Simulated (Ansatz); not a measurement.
# MnO (Cm) in Ansatz: reference runs

Reference runs on MnO: the cell as given and a disturbed copy.

Everything below comes from runs of Ansatz 0.2.0. Logs are shortened: lines on timing, memory, paths and dates and some standing lists are left out, and cuts for length are marked.

## Step 1: Starting point

Symmetry: Cm, No. 8, monoclinic system. The conventional cell has a = 5.943 Å, b = 3.434 Å, c = 3.440 Å, α = 90.00°, β = 125.23°, γ = 90.00°. Mn (site symmetry m) has 4 O at 2.10 Å as nearest neighbours. O (site symmetry m) has 4 Mn at 2.10 Å as nearest neighbours.

The cell comes from a database or a generator and needn't be the stable form of this composition.

## Step 2: Single point, PBE, collinear spin, ferromagnetic start

Input file input.yaml:

```yaml
crystal:
  lattice:
    - [2.9712935166, -1.7169813801, 0.0]
    - [2.9712935166, 1.7169813801, 0.0]
    - [-1.9846287531, 0.0, 2.8103092467]
  atoms:
    - { symbol: Mn, position: [0.500199, 0.500199, 0.500665], spin: 4.0 }
    - { symbol: O, position: [0.7498025, 0.7498025, 0.249336] }
hamiltonian:
  xc: pbe
  pseudopotentials: { kind: paw }
magnetization:
  spin_polarized: true
kpoints:
  mp_grid: { grid: [9, 9, 9] }
scf:
  occupations: { method: fermi_dirac, width: 0.05 }
output:
  forces: true
  stress: true
  eigenvalues: true
  write_density: true
  write_potential: true
  elf: true
  volumetric_format: npy
```

Potentials or basis: Ansatz PAW.

Started as:

```
> ansatz run input.yaml --threads 2 --pin off --max-ram 5632MiB --backend cpu --events-out ev --progress --plain --runs-dir out
```

Log:

```text
Warning: RAYON_NUM_THREADS=2 ignored (pool sized by the plan → 2); use --threads N
Engine: ansatz 0.2.0, aarch64-unknown-linux-gnu
Pseudopotentials: kind: paw
Pseudopotential: Mn, paw, valence charge 15, recommended cutoff 420 eV (normal), Mn.paw.azcp
Pseudopotential: O, paw, valence charge 6, recommended cutoff 420 eV (normal), O.paw.azcp
Functional definition: PBE
  parameter kappa = 0.804
  parameter beta = 0.06672455060314922
  exchange = pbe_x(kappa = kappa, mu = beta*pi^2/3)
  correlation = pbe_c(beta = beta)
Crystal: 2 atoms, lattice volume = 28.674 Å³
Basis set: ecut = 420 eV, 537 PW (Γ), exchange–correlation on 48×48×48 points (8 copies of the dense FFT grid, shifted against one another)
Bands: 17, of which v1, the nominal top of the filled ones, is band 11 counted from 1 (10 counted from 0)
Symmetry: 2 space group operations
Space group: Cm (ITA 8), of the structure as read, at distance tolerance 3.1e-5 Å
Magnetic group: BNS 8.32 (UNI 39), of the structure as read, at distance tolerance 3.1e-5 Å
k-points: 205 of 729 (time reversal used)
Non-local potential: Mn, projectors of the file, l = 0: 3, l = 1: 2, l = 2: 3, l = 3: 1
Non-local potential: O, projectors of the file, l = 0: 2, l = 1: 2, l = 2: 1
PAW form: soft (Blöchl's): semilocal exchange-correlation on the pseudo side does not see the compensation charge
PAW one-centre angular grid: Mn, 590 points (default); XC on 64 Gauss nodes
PAW one-centre angular grid: O, 110 points (default); XC on 64 Gauss nodes
Initial density: superposition of atomic densities (chi_scale 0.1, normalization cell, long waves kept (reshape's long-wave potential 0.00 eV rms))
Starting moments: Σ|m| = 4 μB on 1 of 2 sites
Initial wavefunctions: pseudopotential atomic-orbital guess
Functional: x = pbe(κ = 0.804, μ = 0.2195149727645171), c = pbe(β = 0.06672455060314922)
SCF iter   1: F=—  HF=-4466.808722 eV  |F-HF|=—  |Δ(HF+E_count)|=         —  Δρ=1.36e-1 (↑1.36e-1 ↓5.18e-2)  dr2=5.39e0  dr2_m=1.31e0  M=4.881 μB ∫|m|=4.881 μB  β_m=0.30  ethr=3.10e-3  ⟨swp⟩=4.6  Hψ=29608  notcnv=0
Mixer restart at iter 1: flushing history
preconditioner: auto → Kerker (q_TF=auto, 2.590 Å⁻¹)  [metal: Δε(μ)=0.003 eV  Ē_g=11.629 eV  σ=0.050 eV  W_gap=0.02  n_scr=14 (ndim 8)  ℏωp=25.0 eV  f_vac=0.000  D(μ)=1.07/eV (n_scr^D=14)]
spin=Collinear: Kerker preconditioning applied to the charge; magnetization (m = ρ↑ − ρ↓) channel mixes plain (no charge-response kernel on spin).
SCF iter   2: F=—  HF=-4466.336412 eV  |F-HF|=—  |Δ(HF+E_count)|=   4.72e-1  Δρ=7.90e-2 (↑7.90e-2 ↓2.98e-2)  dr2=1.31e0  dr2_m=6.49e-1  M=4.993 μB ∫|m|=4.993 μB  β_m=0.46  ethr=3.10e-3  ⟨swp⟩=2.7  Hψ=16641  notcnv=0  defer=354
SCF iter   3: F=—  HF=-4466.202151 eV  |F-HF|=—  |Δ(HF+E_count)|=   1.34e-1  Δρ=1.88e-2 (↑1.88e-2 ↓1.37e-2)  dr2=2.16e-1  dr2_m=3.24e-2  M=4.995 μB ∫|m|=4.995 μB  β_m=0.53  ethr=3.10e-3  ⟨swp⟩=3.0  Hψ=14464  notcnv=0  defer=366
SCF iter   4: F=—  HF=-4466.169277 eV  |F-HF|=—  |Δ(HF+E_count)|=         —  Δρ=6.26e-3 (↑6.09e-3 ↓6.26e-3)  dr2=4.23e-2  dr2_m=1.72e-3  M=4.997 μB ∫|m|=4.997 μB  β_m=0.53  ethr=1.03e-3  ⟨swp⟩=2.0  Hψ=10260  notcnv=0  defer=366
Mixer restart at iter 4: flushing history
SCF iter   5: F=—  HF=-4466.172030 eV  |F-HF|=—  |Δ(HF+E_count)|=   2.75e-3  Δρ=4.47e-3 (↑4.47e-3 ↓4.01e-3)  dr2=2.05e-2  dr2_m=6.51e-4  M=4.997 μB ∫|m|=4.997 μB  β_m=0.71  ethr=2.01e-4  ⟨swp⟩=2.0  Hψ=10295  notcnv=0  defer=366
SCF iter   6: F=—  HF=-4466.179872 eV  |F-HF|=—  |Δ(HF+E_count)|=   7.84e-3  Δρ=1.39e-3 (↑1.39e-3 ↓1.27e-3)  dr2=1.73e-3  dr2_m=8.01e-5  M=4.998 μB ∫|m|=4.998 μB  β_m=0.83  ethr=9.76e-5  ⟨swp⟩=2.0  Hψ=11314  notcnv=0  defer=366
SCF iter   7: F=—  HF=-4466.181192 eV  |F-HF|=—  |Δ(HF+E_count)|=   1.32e-3  Δρ=5.41e-4 (↑5.41e-4 ↓4.14e-4)  dr2=2.16e-4  dr2_m=6.32e-6  M=4.998 μB ∫|m|=4.998 μB  β_m=0.89  ethr=8.25e-6  ⟨swp⟩=2.3  Hψ=10973  notcnv=0  defer=366
SCF iter   8: F=—  HF=-4466.181629 eV  |F-HF|=—  |Δ(HF+E_count)|=   4.37e-4  Δρ=5.65e-4 (↑5.65e-4 ↓2.91e-4)  dr2=1.36e-4  dr2_m=7.56e-6  M=4.998 μB ∫|m|=4.998 μB  β_m=0.85  ethr=1.03e-6  ⟨swp⟩=2.1  Hψ=12396  notcnv=0  defer=366
SCF iter   9: F=—  HF=-4466.181657 eV  |F-HF|=—  |Δ(HF+E_count)|=   2.73e-5  Δρ=1.10e-4 (↑8.19e-5 ↓1.10e-4)  dr2=9.22e-6  dr2_m=4.12e-7  M=4.998 μB ∫|m|=4.998 μB  β_m=0.93  ethr=6.48e-7  ⟨swp⟩=2.8  Hψ=10880  notcnv=0  defer=366
SCF iter  10: F=—  HF=-4466.181741 eV  |F-HF|=—  |Δ(HF+E_count)|=   8.43e-5  Δρ=2.94e-5 (↑2.94e-5 ↓2.51e-5)  dr2=6.74e-7  dr2_m=2.19e-8  M=4.998 μB ∫|m|=4.998 μB  β_m=0.96  ethr=4.39e-8  ⟨swp⟩=2.0  Hψ=9680  notcnv=0  defer=366
SCF iter  11: F=—  HF=-4466.181742 eV  |F-HF|=—  |Δ(HF+E_count)|=   1.11e-6  Δρ=8.87e-6 (↑8.87e-6 ↓8.04e-6)  dr2=7.06e-8  dr2_m=4.71e-9  M=4.998 μB ∫|m|=4.998 μB  β_m=0.98  ethr=3.21e-9  ⟨swp⟩=2.2  Hψ=9761  notcnv=0  defer=366
SCF iter  12: F=-4466.181742 eV  HF=-4466.181742 eV  |F-HF|=9.03e-9  |Δ(HF+E_count)|=   8.58e-8  Δρ=2.26e-6 (↑1.95e-6 ↓2.26e-6)  dr2=5.13e-9  dr2_m=9.54e-11  M=4.998 μB ∫|m|=4.998 μB  ethr=3.36e-10  ⟨swp⟩=7.3  Hψ=37056  notcnv=0
SCF 1 converged in 12 iterations: F = -4466.181742 eV  dr2 = 5.13e-9
SCF converged after 12 iterations
Magnetization: 4.9984 μB (12.9992 up, 8.0008 down)
Absolute magnetization: 4.9984 μB (∫|ρ↑−ρ↓|, with the PAW one-centre terms)
Spin contamination: 0.0070 ħ² per cell (⟨S²⟩ above its minimum at these occupations)
Per-site moments (μB) at R_I (Å): [(4.0159269073066275, 0.8677646066960969), (0.20922370900970425, 0.8677646066960969)]
Free energy (F): -4466.181742 eV
Harris-Foulkes:  -4466.181742 eV  (|F-HF|=9.03e-9)
Internal energy: -4466.179910 eV  (E = F + TS)
E sigma→0 (E₀):  -4466.180826 eV
Entropy (-TS):   -0.001832 eV (-0.916 meV/atom)
Fermi energy:    9.384707 eV
--- Per-component energies (eV) ---
  E_band       = -327.420819
  E_kinetic    = 471.328968
  E_local      = -2685.360616  (includes V_loc(G=0)·N_el)
  E_nonlocal   = 301.692873
  E_hartree    = 1081.981016
  E_xc         = -183.597653
  E_vxc        = -234.411404  (∫ρ·V_xc dr)
  E_paw        = -1465.071349  (= ΣΔE_a)
  E_vpaw       = -344.634864  (= ΣTr[D̂ρ^β])
  E_aug_tail   = 0.002378  (compensation charges beyond the density's cutoff)
  E_ewald      = -1987.155528
  E_smearing   = -0.001832  (= −TS)
  E_closure    = -0.000000  (closes the sum)
  Σ components = -4466.181742   (vs F -4466.181742, Δ=0.00e0)
--- Forces (eV/Å), atoms counted from 1 ---
  atom   1  Mn     0.00119254    -0.00000000    -0.00000573
  atom   2  O     -0.00119248    -0.00000000     0.00000547
  max |Σ_I F_I| component: 2.64e-7 eV/Å
--- Stress (GPa, compression-positive) ---
       -3.810252       0.000000       0.023727
        0.000000      -3.819991       0.000000
        0.023727       0.000000      -4.013433
  P = ⅓ Tr σ = -3.8812 GPa (-38.812 kbar)
--- Band table (eV; the first three rows and the last of 410) ---
  k-point 0 ↑: bands = ["-72.2599", "-41.0085", "-41.0080", "-41.0073", "-9.8990", "3.6780", "3.6898", "3.6925", "6.6900", "6.6927", "7.9744", "9.3831", "9.3835", "9.3892", "21.0817", "21.1488", "21.1515"]
  k-point 1 ↑: bands = ["-72.2597", "-41.0100", "-41.0088", "-41.0084", "-9.8522", "3.4961", "3.7309", "3.7338", "6.6744", "6.6768", "8.2501", "9.3177", "9.3190", "9.3734", "19.9720", "21.2143", "21.2147"]
  k-point 2 ↑: bands = ["-72.2592", "-41.0168", "-41.0099", "-41.0094", "-9.7330", "3.1815", "3.8292", "3.8327", "6.6664", "6.6679", "8.1262", "9.1284", "9.1295", "10.0891", "18.0002", "21.1984", "21.2074"]
  k-point 204 ↓: bands = ["-67.3916", "-36.2671", "-36.2440", "-36.2413", "-9.0811", "3.7879", "5.0117", "5.1532", "10.6949", "11.0910", "11.1368", "12.0522", "12.1817", "14.8599", "16.2787", "21.2329", "22.3377"]
```

Wall time 17 s (2 threads of Arm Neoverse V1, shared host); peak memory 0.49 GiB.

Results:

- Free energy: -4466.1817 eV
- Pressure: -3.9 GPa
- Band gap on the k mesh: none (metal or under the smearing width)
- Net moment: 5.00 μB per cell
- Absolute moment: 5.00 μB per cell
- Site moments: Mn +4.02; O +0.21 μB

Caveat: the pressure holds a Pulay correction of +0.5 GPa for the finite cutoff; a cell with one magnetic atom can't hold antiferromagnetic order, which such compounds often take; semilocal functionals often make such compounds metallic where correlation or magnetic order opens a gap, which also shifts bond lengths. With open d or f shells a metallic result of PBE can be an artefact of self-interaction; +U or a hybrid may open a gap.

## Step 3: Single point, PBE, collinear spin, ferromagnetic start (atoms moved at random, drawn with an rms of 0.05 Å)

input.yaml, as its differences from that of step 2:

```diff
@@ -6,4 +6,4 @@
   atoms:
-    - { symbol: Mn, position: [0.500199, 0.500199, 0.500665], spin: 4.0 }
-    - { symbol: O, position: [0.7498025, 0.7498025, 0.249336] }
+    - { symbol: Mn, position: [0.504847, 0.496287, 0.499907], spin: 4.0 }
+    - { symbol: O, position: [0.741707, 0.749446, 0.231139] }
 hamiltonian:
```

Potentials or basis: Ansatz PAW.

Started as:

```
> ansatz run input.yaml --threads 2 --pin off --max-ram 5632MiB --backend cpu --events-out ev --progress --plain --runs-dir out
```

Log:

```text
Warning: RAYON_NUM_THREADS=2 ignored (pool sized by the plan → 2); use --threads N
[... 9 set-up lines as earlier in the session ...]
Crystal: 2 atoms, lattice volume = 28.674 Å³
Basis set: ecut = 420 eV, 537 PW (Γ), exchange–correlation on 48×48×48 points (8 copies of the dense FFT grid, shifted against one another)
Bands: 17, of which v1, the nominal top of the filled ones, is band 11 counted from 1 (10 counted from 0)
Symmetry: 1 space group operations
Space group: P1 (ITA 1), of the structure as read, at distance tolerance 3.1e-5 Å
Magnetic group: BNS 1.1 (UNI 1), of the structure as read, at distance tolerance 3.1e-5 Å
k-points: 365 of 729 (time reversal used)
[... 4 set-up lines as earlier in the session ...]
[... 21 lines left out ...]
SCF 1 converged in 12 iterations: F = -4466.175992 eV  dr2 = 5.72e-9
SCF converged after 12 iterations
Magnetization: 4.9979 μB (12.9989 up, 8.0011 down)
Absolute magnetization: 4.9979 μB (∫|ρ↑−ρ↓|, with the PAW one-centre terms)
Spin contamination: 0.0070 ħ² per cell (⟨S²⟩ above its minimum at these occupations)
Per-site moments (μB) at R_I (Å): [(3.9642987191750643, 0.8477634499588999), (0.20668567052526893, 0.8477634499588999)]
Free energy (F): -4466.175992 eV
Harris-Foulkes:  -4466.175992 eV  (|F-HF|=9.08e-9)
Internal energy: -4466.174712 eV  (E = F + TS)
E sigma→0 (E₀):  -4466.175352 eV
Entropy (-TS):   -0.001280 eV (-0.640 meV/atom)
Fermi energy:    9.415487 eV
--- Per-component energies (eV) ---
  E_band       = -327.504561
  E_kinetic    = 471.347863
  E_local      = -2685.794978  (includes V_loc(G=0)·N_el)
  E_nonlocal   = 301.669547
  E_hartree    = 1082.145312
  E_xc         = -183.606672
  E_vxc        = -234.423630  (∫ρ·V_xc dr)
  E_paw        = -1465.049543  (= ΣΔE_a)
  E_vpaw       = -344.596526  (= ΣTr[D̂ρ^β])
  E_aug_tail   = 0.002383  (compensation charges beyond the density's cutoff)
  E_ewald      = -1986.888624
  E_smearing   = -0.001280  (= −TS)
  E_closure    = 0.000000  (closes the sum)
  Σ components = -4466.175992   (vs F -4466.175992, Δ=0.00e0)
--- Forces (eV/Å), atoms counted from 1 ---
  atom   1  Mn     0.02807554     0.09000661    -0.18849693
  atom   2  O     -0.02807253    -0.09000811     0.18847886
  max |Σ_I F_I| component: 1.81e-5 eV/Å
--- Stress (GPa, compression-positive) ---
       -4.493530       0.416084       0.152329
        0.416084      -4.270057       0.410645
        0.152329       0.410645      -2.509241
  P = ⅓ Tr σ = -3.7576 GPa (-37.576 kbar)
--- Band table (eV; the first three rows and the last of 730) ---
  k-point 0 ↑: bands = ["-72.2642", "-41.0262", "-41.0138", "-40.9967", "-9.9034", "3.5709", "3.6987", "3.7826", "6.6833", "6.6871", "7.9623", "9.2738", "9.3811", "9.5095", "21.1159", "21.1392", "21.1509"]
  k-point 1 ↑: bands = ["-72.2640", "-41.0266", "-41.0143", "-40.9993", "-9.8555", "3.4031", "3.7465", "3.8264", "6.6641", "6.6682", "8.2256", "9.2087", "9.2959", "9.4918", "20.0080", "21.1984", "21.2311"]
  k-point 2 ↑: bands = ["-72.2635", "-41.0277", "-41.0161", "-41.0056", "-9.7336", "3.1095", "3.8713", "3.9314", "6.6473", "6.6561", "8.1103", "9.0182", "9.0669", "10.1517", "18.0493", "21.1713", "21.2651"]
  k-point 364 ↓: bands = ["-67.3980", "-36.2808", "-36.2515", "-36.2417", "-9.0651", "3.9735", "4.7599", "5.1366", "10.5103", "10.8830", "11.2790", "11.9881", "12.2881", "15.2137", "16.7957", "20.2723", "22.0330"]
```

rho_z.tsv:

```text
# z_ang	rho[e/angstrom^3]	rho_spin[e/angstrom^3]
# format = ansatz-planar-average/11
# lattice	2.971293517	-1.716981380	0.000000000
# lattice	2.971293517	1.716981380	0.000000000
# lattice	-1.984628753	0.000000000	2.810309247
# sites	2
# site	25	1.982533157	-0.014697361	1.404893265
# site	8	3.971928136	0.013287719	0.649572069
0.000000	2.119936e-1	1.291421e-2
0.143351	2.947236e-1	1.706549e-2
0.286703	4.104676e-1	2.527367e-2
0.430054	5.457147e-1	3.752124e-2
0.573406	6.741606e-1	5.354633e-2
0.716757	7.762046e-1	7.347901e-2
0.860109	8.534814e-1	9.941170e-2
1.003460	9.323643e-1	1.381899e-1
1.146811	1.055470e0	2.011410e-1
1.290163	1.253449e0	2.948606e-1
1.433514	1.504156e0	4.066024e-1
1.576866	1.716314e0	5.007647e-1
1.720217	1.773937e0	5.380472e-1
1.863569	1.618544e0	5.030220e-1
2.006920	1.292950e0	4.133239e-1
2.150272	9.079962e-1	3.042634e-1
2.293623	5.712035e-1	2.063825e-1
2.436974	3.365780e-1	1.335146e-1
2.580326	2.016671e-1	8.494186e-2
2.723677	1.367176e-1	5.402702e-2
2.867029	1.124396e-1	3.453483e-2
3.010380	1.110897e-1	2.242232e-2
3.153732	1.263815e-1	1.545084e-2
3.297083	1.586140e-1	1.244016e-2
```

Run time: 31 s. Hardware: 2 threads of Arm Neoverse V1, shared host; peak memory 0.62 GiB.

Results:

* Free energy: -4466.1760 eV
* Pressure: -3.8 GPa
* Largest force: 0.211 eV/Å
* Band gap on the k mesh: none (metal or under the smearing width)
* Net moment: 5.00 μB per cell
* Absolute moment: 5.00 μB per cell
* Site moments: Mn +3.96; O +0.21 μB

Forces on the atoms (eV/Å):
```
Mn   0.028  0.090 -0.188
O   -0.028 -0.090  0.188
```

Levels at points of the mesh, in eV from the Fermi level:
Spin up:
```tsv
k point	band 11	band 12	band 13	band 14	band 15	band 16
(0.00, 0.00, 0.00)	-1.45	-0.14	-0.03	0.09	11.70	11.72
```
Spin down:
```
           k point  band 5  band 6  band 7  band 8  band 9  band 10  band 11  band 12
(0.00, 0.00, 0.00)  -18.91   -4.56   -4.42   -4.33   -0.05     1.60     1.60     3.23
```

Caveat: the pressure holds a Pulay correction of +0.5 GPa for the finite cutoff; a cell with one magnetic atom can't hold antiferromagnetic order, which such compounds often take; semilocal functionals often make such compounds metallic where correlation or magnetic order opens a gap, which also shifts bond lengths.
